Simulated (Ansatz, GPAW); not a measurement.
# Ballistic transport through a Pt chain with one Ni atom in line, from relaxation to T(E)

Aim: the conductance of a Pt chain with one Ni atom in line after relaxation, and whether geometry, basis or functional moves it most.

Main program and level: GPAW 26.7.0 and Ansatz 0.2.0; Ansatz plane waves; relaxation of the junction with the lead ends held; PAW set soft_1, in the first sound run; inputs show where later runs differ.

## 1. Starting point

The cell holds 17 atoms: 16 Pt and 1 Ni. Cell: a = 9.000 Å, b = 9.000 Å, c = 40.493 Å, α = 90.0°, β = 90.0°, γ = 90.0°. Regions: left lead, 8 atoms (8 Pt); channel, 1 atom (1 Ni); right lead, 8 atoms (8 Pt). Vacuum lies along a and b. The structure is stacked, and the current runs, along c.

## 2. Relaxing the atoms

Transmission follows bond lengths closely, so the atoms between the held lead ends are relaxed first, from a slightly shaken start that lets symmetry break.

The input, input.yaml:

```yaml
crystal:
  lattice:
    - [9.0, 0.0, 0.0]
    - [0.0, 9.0, 0.0]
    - [0.0, 0.0, 40.4934]
  atoms:
    - { symbol: Pt, position: [0.5, 0.5, 0.0296344589] }
    - { symbol: Pt, position: [0.5, 0.5, 0.0889033768] }
    - { symbol: Pt, position: [0.5, 0.5, 0.1481722947] }
    - { symbol: Pt, position: [0.5, 0.5, 0.2074412126] }
    - { symbol: Pt, position: [0.5, 0.5, 0.2667101305] }
    - { symbol: Pt, position: [0.5, 0.5, 0.3259790484] }
    - { symbol: Pt, position: [0.5036708748, 0.5011281043, 0.3848479222] }
    - { symbol: Pt, position: [0.4957991938, 0.4936845958, 0.4445306926] }
    - { symbol: Ni, position: [0.4972981097, 0.4970928135, 0.4998355513], spin: 1.0 }
    - { symbol: Pt, position: [0.4998271799, 0.4924107239, 0.5561685212] }
    - { symbol: Pt, position: [0.493243848, 0.506198747, 0.6151895628] }
    - { symbol: Pt, position: [0.5, 0.5, 0.6740209516] }
    - { symbol: Pt, position: [0.5, 0.5, 0.7332898695] }
    - { symbol: Pt, position: [0.5, 0.5, 0.7925587874] }
    - { symbol: Pt, position: [0.5, 0.5, 0.8518277053] }
    - { symbol: Pt, position: [0.5, 0.5, 0.9110966232] }
    - { symbol: Pt, position: [0.5, 0.5, 0.9703655411] }
magnetization:
  spin_polarized: true
kpoints:
  mp_grid: { grid: [1, 1, 2] }
hamiltonian:
  xc: pbe
  pseudopotentials: { kind: paw, azcp: { folder: soft_1 } }
scf:
  occupations: { method: fermi_dirac, width: 0.1 }
relax:
  f_tol: 0.03
  max_steps: 80
  constraints: [{ sites: [0, 1, 2, 3, 4, 5, 11, 12, 13, 14, 15, 16] }]
```

Started as:

```
ansatz run input.yaml --threads 4 --pin off --max-ram 8192MiB --backend cpu --events-out ev --progress --plain --runs-dir out
```

Numbers of over 12 decimals in the logs are rounded to 6 here.

Log:

```text
Engine: ansatz 0.2.0, aarch64-unknown-linux-gnu
Pseudopotentials: kind: paw
Pseudopotential: Pt, paw, valence charge 18, recommended cutoff 420 eV (normal), soft_1/Pt.paw.azcp
Pseudopotential: Ni, paw, valence charge 18, recommended cutoff 420 eV (normal), soft_1/Ni.paw.azcp
Functional definition: PBE
  parameter kappa = 0.804
  parameter beta = 0.066725
  exchange = pbe_x(kappa = kappa, mu = beta*pi^2/3)
  correlation = pbe_c(beta = beta)
Crystal: 17 atoms, lattice volume = 3279.965 Å³
Basis set: ecut = 420 eV, 64067 PW (Γ), exchange–correlation on 128×128×576 points (8 copies of the dense FFT grid, shifted against one another)
Bands: 185, of which v1, the nominal top of the filled ones, is band 153 counted from 1 (152 counted from 0)
Symmetry: 1 space group operations
Space group: P1 (ITA 1), of the structure as read, at distance tolerance 1.5e-4 Å
Magnetic group: BNS 1.1 (UNI 1), of the structure as read, at distance tolerance 1.5e-4 Å
k-points: 2
Non-local potential: Pt, projectors of the file, l = 0: 3, l = 1: 2, l = 2: 2, l = 3: 1
Non-local potential: Ni, projectors of the file, l = 0: 3, l = 1: 2, l = 2: 3, l = 3: 1
PAW form: soft (Blöchl's): semilocal exchange-correlation on the pseudo side does not see the compensation charge
PAW one-centre angular grid: Pt, 590 points (default); XC on 64 Gauss nodes
PAW one-centre angular grid: Ni, 590 points (default); XC on 64 Gauss nodes
Initial density: superposition of atomic densities (neutral atoms: chi_scale 0, normalization atom)
Starting moments: Σ|m| = 1 μB on 1 of 17 sites
Initial wavefunctions: pseudopotential atomic-orbital guess
Functional: x = pbe(κ = 0.804, μ = 0.219515), c = pbe(β = 0.066725)
SCF iter   1: F=—  HF=-206193.499263 eV  |F-HF|=—  |Δ(HF+E_count)|=         —  Δρ=1.35e-2 (↑1.31e-2 ↓1.35e-2)  dr2=2.56e1  dr2_m=3.31e-2  M=1.053 μB ∫|m|=1.449 μB  β_m=0.30  ethr=3.10e-3  ⟨swp⟩=6.2  Hψ=2668  notcnv=0  defer=5
Mixer restart at iter 1: flushing history
preconditioner: auto → LDOS  [metal: Δε(μ)=0.077 eV  Ē_g=4.325 eV  σ=0.100 eV  W_gap=0.19  n_scr=346 (ndim 8)  ℏωp=8.5 eV  f_vac=0.773  D(μ)=28.47/eV (n_scr^D=104)]
spin=Collinear: LDOS preconditioning applied to the charge; magnetization (m = ρ↑ − ρ↓) channel mixes plain (no charge-response kernel on spin).
SCF iter   2: F=—  HF=-206191.148844 eV  |F-HF|=—  |Δ(HF+E_count)|=    2.35e0  Δρ=8.03e-3 (↑8.03e-3 ↓7.95e-3)  dr2=9.05e0  dr2_m=1.49e-2  M=1.052 μB ∫|m|=1.552 μB  β_m=0.50  ethr=3.10e-3  ⟨swp⟩=2.2  Hψ=1214  notcnv=0  defer=50
SCF iter   3: F=—  HF=-206190.415073 eV  |F-HF|=—  |Δ(HF+E_count)|=   7.34e-1  Δρ=1.48e-3 (↑1.48e-3 ↓1.37e-3)  dr2=2.45e-1  dr2_m=6.54e-3  M=1.127 μB ∫|m|=1.853 μB  β_m=0.64  ethr=2.96e-3  ⟨swp⟩=3.5  Hψ=1280  notcnv=0  defer=50
SCF iter   4: F=—  HF=-206190.603284 eV  |F-HF|=—  |Δ(HF+E_count)|=         —  Δρ=1.34e-3 (↑1.34e-3 ↓5.11e-4)  dr2=6.86e-2  dr2_m=1.36e-2  M=1.092 μB ∫|m|=1.953 μB  β_m=0.64  ethr=8.00e-5  ⟨swp⟩=2.0  Hψ=1486  notcnv=0  defer=50
SCF iter   5: F=—  HF=-206190.599812 eV  |F-HF|=—  |Δ(HF+E_count)|=   3.47e-3  Δρ=1.20e-3 (↑5.12e-4 ↓1.20e-3)  dr2=3.28e-2  dr2_m=1.92e-2  M=1.036 μB ∫|m|=1.954 μB  β_m=0.82  ethr=2.24e-5  ⟨swp⟩=2.0  Hψ=1413  notcnv=0  defer=50
SCF iter   6: F=—  HF=-206190.608982 eV  |F-HF|=—  |Δ(HF+E_count)|=   9.17e-3  Δρ=5.58e-4 (↑5.58e-4 ↓4.30e-4)  dr2=1.89e-2  dr2_m=3.86e-4  M=1.050 μB ∫|m|=2.031 μB  β_m=0.76  ethr=1.07e-5  ⟨swp⟩=2.0  Hψ=1362  notcnv=0  defer=50
SCF iter   7: F=—  HF=-206190.605063 eV  |F-HF|=—  |Δ(HF+E_count)|=   3.92e-3  Δρ=1.09e-4 (↑1.09e-4 ↓1.08e-4)  dr2=1.20e-3  dr2_m=2.44e-4  M=1.031 μB ∫|m|=2.070 μB  β_m=0.65  ethr=6.17e-6  ⟨swp⟩=2.0  Hψ=1360  notcnv=0  defer=50
SCF iter   8: F=—  HF=-206190.605050 eV  |F-HF|=—  |Δ(HF+E_count)|=   1.29e-5  Δρ=5.37e-5 (↑3.69e-5 ↓5.37e-5)  dr2=1.72e-4  dr2_m=4.15e-5  M=1.032 μB ∫|m|=2.073 μB  β_m=0.76  ethr=3.93e-7  ⟨swp⟩=2.2  Hψ=1185  notcnv=0  defer=50
SCF iter   9: F=—  HF=-206190.605137 eV  |F-HF|=—  |Δ(HF+E_count)|=   8.70e-5  Δρ=2.69e-5 (↑2.69e-5 ↓2.58e-5)  dr2=5.93e-5  dr2_m=1.68e-5  M=1.037 μB ∫|m|=2.098 μB  β_m=0.83  ethr=5.62e-8  ⟨swp⟩=2.0  Hψ=1187  notcnv=0  defer=50
SCF iter  10: F=—  HF=-206190.605163 eV  |F-HF|=—  |Δ(HF+E_count)|=   2.56e-5  Δρ=2.33e-5 (↑2.33e-5 ↓1.62e-5)  dr2=1.74e-5  dr2_m=8.74e-6  M=1.039 μB ∫|m|=2.116 μB  β_m=0.85  ethr=1.94e-8  ⟨swp⟩=2.2  Hψ=1165  notcnv=0  defer=50
SCF iter  11: F=—  HF=-206190.605169 eV  |F-HF|=—  |Δ(HF+E_count)|=   6.75e-6  Δρ=1.48e-5 (↑1.48e-5 ↓1.21e-5)  dr2=8.88e-6  dr2_m=4.36e-6  M=1.042 μB ∫|m|=2.136 μB  β_m=0.79  ethr=5.70e-9  ⟨swp⟩=2.0  Hψ=1281  notcnv=0  defer=50
SCF iter  12: F=—  HF=-206190.605170 eV  |F-HF|=—  |Δ(HF+E_count)|=   3.07e-7  Δρ=8.30e-6 (↑4.62e-6 ↓8.30e-6)  dr2=4.37e-6  dr2_m=3.21e-7  M=1.045 μB ∫|m|=2.149 μB  β_m=0.71  ethr=2.90e-9  ⟨swp⟩=2.0  Hψ=1303  notcnv=0  defer=50
SCF iter  13: F=—  HF=-206190.605170 eV  |F-HF|=—  |Δ(HF+E_count)|=   8.48e-8  Δρ=1.52e-5 (↑3.32e-6 ↓1.52e-5)  dr2=1.50e-5  dr2_m=1.16e-6  M=1.045 μB ∫|m|=2.151 μB  β_m=0.72  ethr=1.43e-9  ⟨swp⟩=1.5  Hψ=1941  notcnv=0
SCF iter  14: F=-206190.605170 eV  HF=-206190.605170 eV  |F-HF|=8.23e-8  |Δ(HF+E_count)|=   4.58e-8  Δρ=2.04e-6 (↑8.25e-7 ↓2.04e-6)  dr2=1.66e-7  dr2_m=4.07e-8  M=1.045 μB ∫|m|=2.152 μB  ethr=1.43e-9  ⟨swp⟩=2.0  Hψ=1367  notcnv=0
SCF 1 converged in 14 iterations: F = -206190.605170 eV  dr2 = 1.66e-7
  greatest PAW one-centre occupation: 1.001 electrons in one spin orbital (limit 2), on the Ni atom at site 8 (counted from 0), in its partial waves of l = 1
relax step   1: F+E_penalty+E_count = -206190.60516955 eV  Δ(F+E_penalty+E_count) = +0.000e0 eV  max|allowed force component| = 6.891e-1 eV/Å  Δτ_max = 0.0000 Å  (14 SCF iters, dr2 threshold 2.25e-5 eV, accepted)
Initial density: handed on by an earlier stage of this run
Starting moments: Σ|m| = 1 μB on 1 of 17 sites; this step starts from the density that it was given
Initial wavefunctions: those handed on with the density
iter 1 solved again at ethr=2.43e-5 eV; its pass at ethr=3.10e-3 eV (dr2=7.44e-2 eV) is discarded
SCF iter   1: F=—  HF=-206190.629560 eV  |F-HF|=—  |Δ(HF+E_count)|=         —  Δρ=6.31e-4 (↑6.31e-4 ↓5.68e-4)  dr2=7.32e-2  dr2_m=1.50e-3  M=1.078 μB ∫|m|=2.176 μB  β_m=0.65  ethr=2.43e-5  ⟨swp⟩=1.0  Hψ=1768  notcnv=0  defer=50
preconditioner: auto → LDOS  [metal: Δε(μ)=0.005 eV  Ē_g=4.574 eV  σ=0.100 eV  W_gap=0.01  n_scr=264 (ndim 8)  ℏωp=8.5 eV  f_vac=0.782  D(μ)=31.18/eV (n_scr^D=120)]
spin=Collinear: LDOS preconditioning applied to the charge; magnetization (m = ρ↑ − ρ↓) channel mixes plain (no charge-response kernel on spin).
[...]
relax step   4: F+E_penalty+E_count = -206190.76701916 eV  Δ(F+E_penalty+E_count) = -1.107e-1 eV  max|allowed force component| = 3.939e-1 eV/Å  Δτ_max = 0.2000 Å  (9 SCF iters, dr2 threshold 2.96e-6 eV, accepted)
[...]
relax step   5: F+E_penalty+E_count = -206190.91027321 eV  Δ(F+E_penalty+E_count) = -1.433e-1 eV  max|allowed force component| = 4.470e-1 eV/Å  Δτ_max = 0.2000 Å  (9 SCF iters, dr2 threshold 1.00e-4 eV, accepted)
[...]
relax step   6: F+E_penalty+E_count = -206190.93737026 eV  Δ(F+E_penalty+E_count) = -2.710e-2 eV  max|allowed force component| = 2.893e-1 eV/Å  Δτ_max = 0.1923 Å  (11 SCF iters, dr2 threshold 1.00e-4 eV, accepted)
[...]
relax step   7: F+E_penalty+E_count = -206190.98126721 eV  Δ(F+E_penalty+E_count) = -4.390e-2 eV  max|allowed force component| = 9.007e-2 eV/Å  Δτ_max = 0.1921 Å  (10 SCF iters, dr2 threshold 3.50e-5 eV, accepted)
[...]
relax step   8: F+E_penalty+E_count = -206190.98799923 eV  Δ(F+E_penalty+E_count) = -6.732e-3 eV  max|allowed force component| = 3.711e-2 eV/Å  Δτ_max = 0.1340 Å  (15 SCF iters, accepted)
SCF iter   1: F=—  HF=-206190.984277 eV  |F-HF|=—  |Δ(HF+E_count)|=         —  Δρ=7.37e-4 (↑4.80e-4 ↓7.37e-4)  dr2=7.32e-3  dr2_m=8.41e-3  M=2.922 μB ∫|m|=3.524 μB  β_m=0.65  ethr=2.71e-5  ⟨swp⟩=4.0  Hψ=1721  notcnv=0  defer=50
preconditioner: auto → LDOS  [metal: Δε(μ)=0.014 eV  Ē_g=4.507 eV  σ=0.100 eV  W_gap=0.03  n_scr=248 (ndim 8)  ℏωp=8.5 eV  f_vac=0.779  D(μ)=33.99/eV (n_scr^D=128)]
spin=Collinear: LDOS preconditioning applied to the charge; magnetization (m = ρ↑ − ρ↓) channel mixes plain (no charge-response kernel on spin).
SCF iter   2: F=—  HF=-206190.987878 eV  |F-HF|=—  |Δ(HF+E_count)|=   3.60e-3  Δρ=2.61e-4 (↑1.65e-4 ↓2.61e-4)  dr2=1.35e-3  dr2_m=1.08e-3  M=2.923 μB ∫|m|=3.526 μB  β_m=0.56  ethr=2.39e-6  ⟨swp⟩=2.0  Hψ=1471  notcnv=0  defer=50
SCF iter   3: F=—  HF=-206190.988345 eV  |F-HF|=—  |Δ(HF+E_count)|=   4.67e-4  Δρ=1.02e-4 (↑6.94e-5 ↓1.02e-4)  dr2=1.32e-4  dr2_m=1.78e-4  M=2.925 μB ∫|m|=3.528 μB  β_m=0.64  ethr=4.43e-7  ⟨swp⟩=2.0  Hψ=1357  notcnv=0  defer=50
SCF iter   4: F=—  HF=-206190.988492 eV  |F-HF|=—  |Δ(HF+E_count)|=   1.47e-4  Δρ=1.99e-5 (↑1.99e-5 ↓1.89e-5)  dr2=2.95e-5  dr2_m=2.83e-6  M=2.925 μB ∫|m|=3.529 μB  β_m=0.60  ethr=4.31e-8  ⟨swp⟩=2.0  Hψ=1368  notcnv=0  defer=50
SCF iter   5: F=—  HF=-206190.988504 eV  |F-HF|=—  |Δ(HF+E_count)|=   1.21e-5  Δρ=9.59e-6 (↑7.16e-6 ↓9.59e-6)  dr2=3.21e-6  dr2_m=1.56e-6  M=2.926 μB ∫|m|=3.529 μB  β_m=0.73  ethr=9.63e-9  ⟨swp⟩=2.0  Hψ=1368  notcnv=0  defer=50
SCF iter   6: F=—  HF=-206190.988508 eV  |F-HF|=—  |Δ(HF+E_count)|=   4.31e-6  Δρ=5.68e-6 (↑5.68e-6 ↓4.19e-6)  dr2=9.96e-7  dr2_m=4.49e-7  M=2.926 μB ∫|m|=3.530 μB  β_m=0.87  ethr=1.05e-9  ⟨swp⟩=2.0  Hψ=1367  notcnv=0  defer=50
SCF iter   7: F=—  HF=-206190.988509 eV  |F-HF|=—  |Δ(HF+E_count)|=   8.38e-7  Δρ=2.77e-6 (↑1.57e-6 ↓2.77e-6)  dr2=5.76e-7  dr2_m=6.17e-8  M=2.926 μB ∫|m|=3.531 μB  β_m=0.80  ethr=3.26e-10  ⟨swp⟩=2.0  Hψ=1364  notcnv=0  defer=50
SCF iter   8: F=—  HF=-206190.988509 eV  |F-HF|=—  |Δ(HF+E_count)|=   4.98e-8  Δρ=1.10e-6 (↑8.25e-7 ↓1.10e-6)  dr2=6.77e-8  dr2_m=1.97e-8  M=2.927 μB ∫|m|=3.531 μB  β_m=0.86  ethr=1.88e-10  ⟨swp⟩=2.0  Hψ=1359  notcnv=0  defer=50
SCF iter   9: F=—  HF=-206190.988509 eV  |F-HF|=—  |Δ(HF+E_count)|=   2.28e-8  Δρ=1.51e-6 (↑6.24e-7 ↓1.51e-6)  dr2=1.33e-7  dr2_m=2.64e-8  M=2.927 μB ∫|m|=3.531 μB  β_m=0.90  ethr=2.21e-11  ⟨swp⟩=2.0  Hψ=1290  notcnv=0  defer=50
SCF iter  10: F=-206190.988509 eV  HF=-206190.988509 eV  |F-HF|=9.05e-9  |Δ(HF+E_count)|=   7.13e-9  Δρ=4.13e-7 (↑4.02e-7 ↓4.13e-7)  dr2=1.25e-8  dr2_m=3.12e-9  M=2.927 μB ∫|m|=3.531 μB  ethr=2.21e-11  ⟨swp⟩=2.0  Hψ=2078  notcnv=0
SCF 9 converged in 10 iterations: F = -206190.988509 eV  dr2 = 1.25e-8
relax step   9: F+E_penalty+E_count = -206190.98850928 eV  Δ(F+E_penalty+E_count) = -5.100e-4 eV  max|allowed force component| = 7.166e-3 eV/Å  Δτ_max = 0.0400 Å  (10 SCF iters, accepted)
SCF converged after 10 iterations
Magnetization: 2.9271 μB (154.4636 up, 151.5364 down)
Absolute magnetization: 3.5390 μB (∫|ρ↑−ρ↓|, with the PAW one-centre terms)
Spin contamination: 0.5198 ħ² per cell (⟨S²⟩ above its minimum at these occupations)
Per-site moments (μB) at R_I (Å): [(-0.021242, 0.990000), (0.013705, 0.990000), (0.031013, 0.990000), (-0.011610, 0.990000), (-0.049380, 0.990000), (0.00850032, 0.990000), (0.229839, 1.013243), (0.489639, 0.991248), (1.150041, 0.991012), (0.488692, 0.991012), (0.229589, 1.013389), (0.00861824, 0.990000), (-0.049324, 0.990000), (-0.011728, 0.990000), (0.030963, 0.990000), (0.013806, 0.990000), (-0.021180, 0.990000)]
Free energy (F): -206190.988509 eV
Harris-Foulkes:  -206190.988509 eV  (|F-HF|=9.05e-9)
Internal energy: -206189.837458 eV  (E = F + TS)
E sigma→0 (E₀):  -206190.412984 eV
Entropy (-TS):   -1.151051 eV (-67.709 meV/atom)
Fermi energy:    -3.863924 eV
--- Per-component energies (eV) ---
  E_band       = -10114.647792
  E_kinetic    = 9862.363037
  E_local      = -103666.860496  (includes V_loc(G=0)·N_el)
  E_nonlocal   = 3171.062342
  E_hartree    = 45327.108069
  E_xc         = -3774.699629
  E_vxc        = -4407.118341  (∫ρ·V_xc dr)
  E_paw        = -153420.990156  (= ΣΔE_a)
  E_vpaw       = -5728.323871  (= ΣTr[D̂ρ^β])
  E_aug_tail   = 0.018723  (compensation charges beyond the density's cutoff)
  E_ewald      = -3687.839348
  E_smearing   = -1.151051  (= −TS)
  E_closure    = -0.000000  (closes the sum)
  Σ components = -206190.988509   (vs F -206190.988509, Δ=0.00e0)
--- Forces (eV/Å), atoms counted from 1 ---
  atom   1  Pt     0.00129248    -0.02988782    -0.01428341
  atom   2  Pt    -0.00017144     0.00168082    -0.03725514
  atom   3  Pt    -0.00195607     0.04647586     0.00855714
  atom   4  Pt    -0.00137778     0.03659076     0.10309113
  atom   5  Pt    -0.00066948     0.01300270     0.06843872
  atom   6  Pt     0.00280721    -0.07043112     0.52697078
  atom   7  Pt    -0.00217538     0.00509706     0.00528202
  atom   8  Pt     0.00051664    -0.00216017    -0.00194883
  atom   9  Ni     0.00204869    -0.00629406    -0.00295735
  atom  10  Pt    -0.00000270     0.00716623     0.00680594
  atom  11  Pt     0.00034346     0.00263323    -0.00320270
  atom  12  Pt     0.00335830    -0.07120020    -0.53042725
  atom  13  Pt    -0.00090372     0.01218620    -0.06895915
  atom  14  Pt    -0.00228623     0.03632778    -0.10327596
  atom  15  Pt    -0.00253595     0.04658340    -0.00830524
  atom  16  Pt     0.00008065     0.00197885     0.03721935
  atom  17  Pt     0.00160218    -0.02974013     0.01427119
  max |Σ_I F_I| component: 2.91e-5 eV/Å
--- Relaxed structure (9 steps of the walk, 9 accepted, 0 SCFs on fresh bases) ---
  F+E_penalty+E_count = -206190.98850928 eV   max|allowed force component| = 7.166e-3 eV/Å
  atoms:
    - { symbol: Pt, position: [0.5, 0.5, 0.029634] }
    - { symbol: Pt, position: [0.5, 0.5, 0.0889033768] }
    - { symbol: Pt, position: [0.5, 0.5, 0.1481722947] }
    - { symbol: Pt, position: [0.5, 0.5, 0.2074412126] }
    - { symbol: Pt, position: [0.5, 0.5, 0.2667101305] }
    - { symbol: Pt, position: [0.5, 0.5, 0.325979] }
    - { symbol: Pt, position: [0.497820, 0.553528, 0.385459] }
    - { symbol: Pt, position: [0.501322, 0.464633, 0.443815] }
    - { symbol: Ni, position: [0.497000, 0.549915, 0.500042] }
    - { symbol: Pt, position: [0.501522, 0.463695, 0.556182] }
    - { symbol: Pt, position: [0.496776, 0.552981, 0.614510] }
    - { symbol: Pt, position: [0.5, 0.5, 0.674021] }
    - { symbol: Pt, position: [0.5, 0.5, 0.7332898695] }
    - { symbol: Pt, position: [0.5, 0.5, 0.792559] }
    - { symbol: Pt, position: [0.5, 0.5, 0.8518277053] }
    - { symbol: Pt, position: [0.5, 0.5, 0.911097] }
    - { symbol: Pt, position: [0.5, 0.5, 0.970366] }
```

Wall time 8.9 min (4 threads of Arm Neoverse V1, shared host); peak memory 6 GiB.

Step by step:

| step | energy less that of the first step (eV) | largest force component (eV/Å) |
| --- | --- | --- |
| 1 | 0.0000 | 0.6891 |
| 2 | -0.0213 | 0.2114 |
| 3 | -0.0511 | 0.1774 |
| 4 | -0.1618 | 0.3939 |
| 5 | -0.3051 | 0.4470 |
| 6 | -0.3322 | 0.2893 |
| 7 | -0.3761 | 0.0901 |
| 8 | -0.3828 | 0.0371 |
| 9 | -0.3833 | 0.0072 |

The atoms that moved most (Å):

| atom | dx | dy | dz | length |
| --- | --- | --- | --- | --- |
| Ni9 | -0.003 | 0.475 | 0.008 | 0.475 |
| Pt7 | -0.053 | 0.472 | 0.025 | 0.475 |
| Pt11 | 0.032 | 0.421 | -0.028 | 0.423 |
| Pt8 | 0.050 | -0.261 | -0.029 | 0.268 |
| Pt10 | 0.015 | -0.258 | 0.001 | 0.259 |

This step gave:

| Item | Value |
| --- | --- |
| free energy | -206190.9885 eV |
| smearing term TS | 1.151 eV |
| magnetization | 2.927 μB |
| absolute magnetization | 3.539 μB |
| symmetry operations | 1 |

Site moment by atom:

| atom | site moment (μB) |
| --- | --- |
| Pt1 | -0.02 |
| Pt2 | 0.01 |
| Pt3 | 0.03 |
| Pt4 | -0.01 |
| Pt5 | -0.05 |
| Pt6 | 0.01 |
| Pt7 | 0.23 |
| Pt8 | 0.49 |
| Ni9 | 1.15 |
| Pt10 | 0.49 |
| Pt11 | 0.23 |
| Pt12 | 0.01 |
| Pt13 | -0.05 |
| Pt14 | -0.01 |
| Pt15 | 0.03 |
| Pt16 | 0.01 |
| Pt17 | -0.02 |

The relaxation lowered the energy of the cell by 0.383 eV.

[end of part 1 of 4]

[Logs are printed without paths, hosts, clocks, repeated set-up lines and the standing remarks that a program may print on its own settings, such as how far it seeks lower states.]

[Hosts, paths, dates, database ids (printed as entryN), source tags and the programs' standing remarks are cut or masked in the printed files.]
